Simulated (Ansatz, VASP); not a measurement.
# Ag: VASP beside Ansatz

The input INCAR:

```
ALGO     = Fast           # electronic algorithm
EDIFF    = 1E-7           # SCF threshold, eV
EDIFFG   = -0.005         # ionic threshold
ENCUT    = 600            # plane-wave cutoff, eV
GGA      = PS             # functional
IBRION   = 2              # ionic algorithm
ISIF     = 3              # what is computed and relaxed
ISMEAR   = -1             # smearing method
IVDW     = 12             # dispersion correction
LASPH    = True           # aspherical terms in the spheres
LCHARG   = False          # write CHGCAR
LREAL    = False          # projectors in reciprocal space
LWAVE    = False          # write WAVECAR
NELM     = 80             # most SCF steps
NSW      = 40             # ionic steps
PREC     = Accurate       # precision mode
SIGMA    = 0.05           # smearing width, eV
```

Contents of KPOINTS:

```
k-points
0
Gamma
  11 11 11
```

Contents of POSCAR:

```
Ag
1.0
    0.0000000000      2.0427500000      2.0427500000
    2.0427500000      0.0000000000      2.0427500000
    2.0427500000      2.0427500000      0.0000000000
Ag
1
Direct
    0.0000000000      0.0000000000      0.0000000000
```

Contents of input.yaml:

```yaml
crystal:
  lattice:
    - [0.0, 2.04275, 2.04275]
    - [2.04275, 0.0, 2.04275]
    - [2.04275, 2.04275, 0.0]
  atoms:
    - { symbol: Ag, position: [0.0, 0.0, 0.0] }
hamiltonian:
  xc: pbesol
  pseudopotentials: { kind: paw }
  dispersion: d3bj
kpoints:
  mp_grid: { grid: [11, 11, 11] }
scf:
  occupations: { method: fermi_dirac, width: 0.05 }
output:
  forces: true
  stress: true
  write_density: true
  write_potential: true
  elf: true
  volumetric_format: npy
relax:
  f_tol: 0.01
  max_steps: 40
  cell: { stress_tol: 0.05 }
```

Alike in both runs: task relaxation of cell and atoms; functional PBEsol; dispersion D3(BJ); k mesh 11 × 11 × 11; occupations fermi-dirac, width 0.05 eV; no spin polarisation.

|  | VASP | Ansatz |
| --- | --- | --- |
| version | VASP 6.6.1 | Ansatz 0.2.0 |
| potentials or method | VASP PAW PBE potentials, release 64 (Ag) | Ansatz PAW |
| plane-wave cutoff (eV) | 600 | 420 |
| valence electrons in the cell | 11 | 19 |

|  | VASP | Ansatz | Ansatz less VASP |
| --- | --- | --- | --- |
| gap on the k mesh at the Fermi level, each at its own relaxed structure (eV) | none | none | - |
| relaxed volume (Å³/atom) | 15.86 | 15.89 | +0.030 |
| relaxed cell length with the largest relative difference (Å) | 2.820 | 2.822 | +0.0018 |
| energy change over the relaxation (meV/atom) | -34 | -32 | +1.8 |

A gap of «none» marks a metal or a gap that the smearing closes. The two sets of potentials don't hold the same shells in valence.

Caveats: pairwise dispersion overbinds metals, which lowers pressure and volume; the PAW data sets were made with another functional, which shifts forces and pressure a little (VASP); the plane-wave basis is chosen anew once the cell has moved, so the energies of steps on either side of that aren't comparable (Ansatz); the PAW data sets come from PBE, with cores solved anew for the run's functional, which leaves a small shift of forces and pressure (Ansatz).
